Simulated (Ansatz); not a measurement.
# AlAs wire along [110], 16 atoms a period, H-terminated: bands by functional and under strain, part 2 of 3

Wanted: the relaxed geometry and the bands of the AlAs wire along [110], 16 atoms a period, H-terminated.

Ansatz 0.2.0; DFT PBE, plane waves, PAW; relaxation of a wire's period; PAW set soft_1 (the session's first sound run).

So far. Step 2 (Relaxation of atoms and period): The cell's length comes to 4.176 Å with spin left out.

## 3. Bands of the perfect wire

This step: DFT PBE, plane waves, PAW; bands of a perfect wire; PAW set soft_1 (Ansatz 0.2.0).

At the relaxed period the bands are computed along the axis; those that cross an energy going forward count the channels that a perfect wire would open there.

Contents of input.yaml:

```yaml
crystal:
  lattice:
    - [18.629, 0.0, 0.0]
    - [0.0, 17.467, 0.0]
    - [0.0, 0.0, 4.1756772598]
  atoms:
    - { symbol: As, position: [0.384656556, 0.382856403, 0.0] }
    - { symbol: H, position: [0.412016354, 0.186587379, 0.0] }
    - { symbol: Al, position: [0.457792314, 0.263457434, 0.0] }
    - { symbol: Al, position: [0.459979513, 0.5, 0.0] }
    - { symbol: As, position: [0.688109706, 0.393680476, 0.0] }
    - { symbol: H, position: [0.729439386, 0.318413088, 0.0] }
    - { symbol: Al, position: [0.781846494, 0.5, 0.0] }
    - { symbol: H, position: [0.190717955, 0.5, 0.230671705] }
    - { symbol: H, position: [0.826438654, 0.5, 0.315396906] }
    - { symbol: As, position: [0.245433045, 0.5, 0.5] }
    - { symbol: H, position: [0.255952881, 0.30295474, 0.5] }
    - { symbol: H, position: [0.255952881, 0.69704526, 0.5] }
    - { symbol: Al, position: [0.310461876, 0.372960683, 0.5] }
    - { symbol: Al, position: [0.310461876, 0.627039317, 0.5] }
    - { symbol: As, position: [0.53255025, 0.274381814, 0.5] }
    - { symbol: As, position: [0.53255025, 0.725618186, 0.5] }
    - { symbol: As, position: [0.535128216, 0.5, 0.5] }
    - { symbol: H, position: [0.581368147, 0.204449743, 0.5] }
    - { symbol: H, position: [0.581368147, 0.795550257, 0.5] }
    - { symbol: Al, position: [0.614280754, 0.385917402, 0.5] }
    - { symbol: Al, position: [0.614280754, 0.614082598, 0.5] }
    - { symbol: H, position: [0.826438654, 0.5, 0.684603094] }
    - { symbol: H, position: [0.190717955, 0.5, 0.769328295] }
    - { symbol: As, position: [0.384656556, 0.617143597, 0.0] }
    - { symbol: H, position: [0.412016354, 0.813412621, 0.0] }
    - { symbol: Al, position: [0.457792314, 0.736542566, 0.0] }
    - { symbol: As, position: [0.688109706, 0.606319524, 0.0] }
    - { symbol: H, position: [0.729439386, 0.681586912, 0.0] }
kpoints:
  mp_grid: { grid: [1, 1, 20] }
  band_path: { path: ["Γ", Z], npoints: 90 }
scf:
  occupations: { method: fermi_dirac, width: 0.05 }
hamiltonian:
  xc: pbe
  pseudopotentials: { kind: paw, azcp: { folder: soft_1 } }
output:
  dos: { e_range: [-5, 4] }
  write_potential: true
  write_density: true
  volumetric_format: npy
```

Run with:

```
ansatz run input.yaml --threads 8 --pin off --max-ram 16384MiB --backend cpu --events-out ev --progress --plain --runs-dir out
```

Numbers of over 12 decimals in the logs are rounded to 6 here.

Log:

```text
[...]
Crystal: 28 atoms, lattice volume = 1358.735 Å³
Basis set: ecut = 420 eV, 26365 PW (Γ)
Bands: 106, of which v1, the nominal top of the filled ones, is band 78 counted from 1 (77 counted from 0)
Symmetry: 4 space group operations
[...]
k-points: 11 of 20
[...]
SCF iter   1: F=—  HF=-43347.717069 eV  |F-HF|=—  |Δ(HF+E_count)|=         —  Δρ=3.41e-2  dr2=1.74e1  ethr=3.10e-3  ⟨swp⟩=7.0  Hψ=5175  notcnv=0  defer=23
[...]
SCF iter  11: F=-43342.258727 eV  HF=-43342.258727 eV  |F-HF|=1.48e-8  |Δ(HF+E_count)|=   5.91e-8  Δρ=7.53e-7  dr2=1.02e-8  ethr=6.41e-11  ⟨swp⟩=16.1  Hψ=5551  notcnv=0
SCF 1 converged in 11 iterations: F = -43342.258727 eV  dr2 = 1.02e-8
[...]
NSCF: frozen V_eff on 91 k-points
WARN: The output density's exchange-correlation potential varies sharply where the density is thin. Do not read a vacuum level from v_tot or v_xc, or from such a field of the output density. On a cell that repeats whose density bears no net charge and no dipole along the vacuum's axis use v_es (v_loc + v_h of the components); under efield.dipole_correction with no amplitude use v_es + v_field, which holds any externa [...]
SCF converged after 11 iterations
Free energy (F): -43342.258727 eV
[...]
Internal energy: -43342.258724 eV  (E = F + TS)
E sigma→0 (E₀):  -43342.258726 eV
Entropy (-TS):   -0.000003 eV (-0.000 meV/atom)
Fermi energy:    -0.712568 eV
[...]
--- Band table (eV; the first three rows and the last of 11) ---
  k-point 0: bands = [... 74 lower, -2.9141, -2.7559, -2.6990, -1.2662, -0.1701, 0.2152, 0.2282, 0.3661, ... 24 higher]
  k-point 1: bands = [... 74 lower, -2.9152, -2.8289, -2.7616, -1.3445, -0.0372, 0.3455, 0.3481, 0.4797, ... 24 higher]
  k-point 2: bands = [... 74 lower, -2.9876, -2.9074, -2.8416, -1.5463, 0.3123, 0.6431, 0.6800, 0.7602, ... 24 higher]
  k-point 10: bands = [... 74 lower, -3.5199, -3.4761, -3.3355, -2.9409, 0.4531, 0.5263, 0.6363, 0.8527, ... 24 higher]
```

Wall time 76 s (8 threads of Intel Xeon 6975P-C (Granite Rapids), shared host); peak memory 10 GiB.

This step gave:

- band gap: 1.096 eV

The electronic bands at the labelled points (eV, zero at the Fermi level; v1 is the highest filled band, c1 the lowest empty one):

| point | v4 | v3 | v2 | v1 | c1 | c2 | c3 | c4 |
| --- | --- | --- | --- | --- | --- | --- | --- | --- |
| Γ | -2.20 | -2.04 | -1.99 | -0.55 | 0.54 | 0.93 | 0.94 | 1.08 |
| halfway | -2.44 | -2.35 | -2.35 | -1.64 | 1.55 | 1.61 | 1.78 | 1.89 |
| Z | -2.81 | -2.76 | -2.62 | -2.23 | 1.17 | 1.24 | 1.35 | 1.57 |

The gap is 1.10 eV, with spin left out.

On this path the gap is direct, 1.10 eV, with the valence top at Γ and the conduction bottom at Γ.

## 4. Levels at the same atoms

This step: DFT HSE06, plane waves, PAW; levels of a perfect wire at the PBE geometry; PAW set soft_1 (Ansatz 0.2.0).

The atoms stay at the PBE geometry and the functional changes. HSE06 mixes in a quarter of short-range exact exchange, which removes part of the self-interaction that closes gaps; it is dear, so the mesh is thinner and no path is run. Against the first PBE run of this kind, the mesh along the wire has 8 points against 20.

input.yaml: that of step 3 with these lines changed.

```diff
@@ -35,4 +35,3 @@
 kpoints:
-  mp_grid: { grid: [1, 1, 20] }
-  band_path: { path: ["Γ", Z], npoints: 90 }
+  mp_grid: { grid: [1, 1, 8] }
 scf:
@@ -40,8 +39,3 @@
 hamiltonian:
-  xc: pbe
+  xc: hse06
   pseudopotentials: { kind: paw, azcp: { folder: soft_1 } }
-output:
-  dos: { e_range: [-5, 4] }
-  write_potential: true
-  write_density: true
-  volumetric_format: npy
```

Log:

```text
[...]
Crystal: 28 atoms, lattice volume = 1358.735 Å³
Basis set: ecut = 420 eV, 26365 PW (Γ)
Bands: 106, of which v1, the nominal top of the filled ones, is band 78 counted from 1 (77 counted from 0)
Symmetry: 4 space group operations
[...]
k-points: 5 of 8
[...]
SCF iter   8: F=-43342.239872 eV  HF=-43342.239891 eV  |F-HF|=1.91e-5  |Δ(HF+E_count)|=   4.81e-5  Δρ=5.77e-5  dr2=5.12e-5  ethr=3.98e-7  ⟨swp⟩=3.2  Hψ=1008  notcnv=0
[...]
Fermi energy:    -0.913604 eV
[...]
--- Band table (eV; the first three rows and the last of 5) ---
  k-point 0: bands = [... 74 lower, -3.4710, -3.2685, -3.1983, -1.8874, 0.0602]
  k-point 1: bands = [... 74 lower, -3.5684, -3.4824, -3.4005, -2.2979, 0.7962]
  k-point 2: bands = [... 74 lower, -3.7099, -3.6450, -3.6041, -2.9803, 1.1738]
  k-point 4: bands = [... 74 lower, -4.1050, -4.1036, -3.9121, -3.5595, 0.7236]
  guard bands above this table: 27 of the run's 106 bands. The solve was not asked for them (output.publish_guard_bands: true or output.eigenvalues: true publishes all)
[key lines of the parts left out:]
Free energy (F): -43356.077927 eV
```

The job ended after 2.5 min (8 threads; peak memory 5.2 GiB).

Numbers from this step:

* band gap: 1.948 eV

The gap is 1.95 eV, against 1.10 eV under PBE at the relaxed period.

## 5. Two-component spinors, k-mesh 1×1×12

This step: DFT PBE, plane waves, fully relativistic PAW; bands of a perfect wire with spin-orbit coupling; PAW set soft_1 (Ansatz 0.2.0).

Spin-orbit coupling mixes the spins and splits bands that cross or touch without it, so it can open or close channels. Fully relativistic datasets take the place of the scalar ones. Against the first PBE run of this kind, the mesh along the wire has 12 points against 20.

input.yaml: that of step 4 with these lines changed.

```diff
@@ -35,3 +35,4 @@
 kpoints:
-  mp_grid: { grid: [1, 1, 8] }
+  mp_grid: { grid: [1, 1, 12] }
+  band_path: { path: ["Γ", Z], npoints: 90 }
 scf:
@@ -39,3 +40,6 @@
 hamiltonian:
-  xc: hse06
-  pseudopotentials: { kind: paw, azcp: { folder: soft_1 } }
+  xc: pbe
+  pseudopotentials: { kind: paw_fr, azcp: { folder: soft_1 } }
+magnetization:
+  noncollinear: true
+  spin_orbit: true
```

Log:

```text
[...]
non-collinear run that drives no moment, with spin-orbit: no starting moment large enough to seed its density (crystal.atoms[].spin), no starting occupations that ask for one, no magnetisation constraint and no magnetic field, so the semilocal B_xc is pinned to zero
Crystal: 28 atoms, lattice volume = 1358.735 Å³
Basis set: ecut = 420 eV, 26365 PW (Γ)
[...]
k-point 0: bands = [... 152 lower, -2.6741, -2.6741, -1.2664, -1.2664, -0.1696, -0.1696, 0.2157, 0.2157, ... 52 higher]
  k-point 1: bands = [... 152 lower, -2.8250, -2.7714, -1.4735, -1.4650, 0.1702, 0.1866, 0.5315, 0.5332, ... 52 higher]
  k-point 2: bands = [... 152 lower, -2.9031, -2.8758, -1.9139, -1.8995, 0.8467, 0.8499, 0.9678, 0.9722, ... 52 higher]
  k-point 6: bands = [... 152 lower, -3.3286, -3.3286, -2.9397, -2.9397, 0.4532, 0.4532, 0.5265, 0.5265, ... 52 higher]
[key lines of the parts left out:]
SCF converged after 11 iterations
Magnetization: |M| = 0.0000 μB,  M = (+0.0000, +0.0000, +0.0000) μB
Free energy (F): -43343.279555 eV
Fermi energy:    -0.717227 eV
```

It took 13 min on 8 threads; peak memory 14 GiB.

This step gave:

```
band gap : 1.097 eV
```

Electronic bands along the path, in eV, zero at the Fermi level; v1 is the highest filled band, c1 the lowest empty one:

| point | v4 | v3 | v2 | v1 | c1 | c2 | c3 | c4 |
| --- | --- | --- | --- | --- | --- | --- | --- | --- |
| Γ | -1.96 | -1.96 | -0.55 | -0.55 | 0.55 | 0.55 | 0.93 | 0.93 |
| halfway | -2.30 | -2.29 | -1.65 | -1.63 | 1.55 | 1.56 | 1.61 | 1.62 |
| Z | -2.61 | -2.61 | -2.22 | -2.22 | 1.17 | 1.17 | 1.24 | 1.24 |

The gap is 1.10 eV, against 1.10 eV under PBE at the relaxed period, with no moment.

## 6. All levels side by side

Times are for 8 threads of Intel Xeon 6975P-C (Granite Rapids), shared host. The runs compared:

| no. | run | band gap (eV) | time | memory (GiB) |
| --- | --- | --- | --- | --- |
| 1 | lead | 1.096 | 76 s | 10 |
| 2 | levels | 1.948 | 2.5 min | 5.2 |
| 3 | SOC | 1.097 | 13 min | 14 |

[end of part 2 of 3]

[Logs are printed without paths, hosts, clocks, repeated set-up lines and the standing remarks that a program may print on its own settings, such as how far it seeks lower states.]

[Hosts, paths, dates, database ids (printed as entryN), source tags and the programs' standing remarks are cut or masked in the printed files.]
